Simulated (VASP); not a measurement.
A run of VASP 6.6.1 is set up as follows.

INCAR

```
SYSTEM = BaTe
PREC = Accurate
ENCUT = 520
EDIFF = 1E-6
ISMEAR = 0
SIGMA = 0.05
LREAL = .FALSE.
LASPH = .TRUE.
NELM = 100
ALGO = Normal
ISIF = 2
LWAVE = .FALSE.
LCHARG = .TRUE.
GGA = PS
LELF = .TRUE.
LVHAR = .TRUE.
NBANDS = 15
```

File KPOINTS:

```
regular mesh
0
G
  8 8 8
  0 0 0
```

POSCAR

```
BaTe
1.0
    0.0000000000      3.2978275349      3.6449672755
    3.2978275349      0.0000000000      3.6449672755
    3.2978275349      3.2978275349      0.0000000000
Ba Te
1 1
Direct
    0.0000000000      0.0000000000      0.0000000000
    0.5000000000      0.5000000000      0.5000000000
```

Potentials or basis: VASP PAW PBE potentials, release 64 (Ba_sv, Te).

The run is started by

```bash
$ cat potpaw_PBE.64/Ba_sv/POTCAR potpaw_PBE.64/Te/POTCAR > POTCAR
$ mpirun -np 1 vasp_std > vasp.out
```

**Question.** Estimate the band gap on the k mesh.

**Answer.** 1.10 eV, indirect (least direct gap 1.41 eV).

**Question.** What does it give for the pressure?

**Answer.** 3.4 GPa.

Stress tensor (GPa, compression positive):
```
 6.16  0.00  0.00
 0.00  6.16  0.00
 0.00  0.00 -2.02
```

Caveat: the PAW data sets were made with another functional, which shifts forces and pressure a little; spin-orbit coupling is left out, which moves the levels of the heavy elements. A k mesh can miss the band edges.
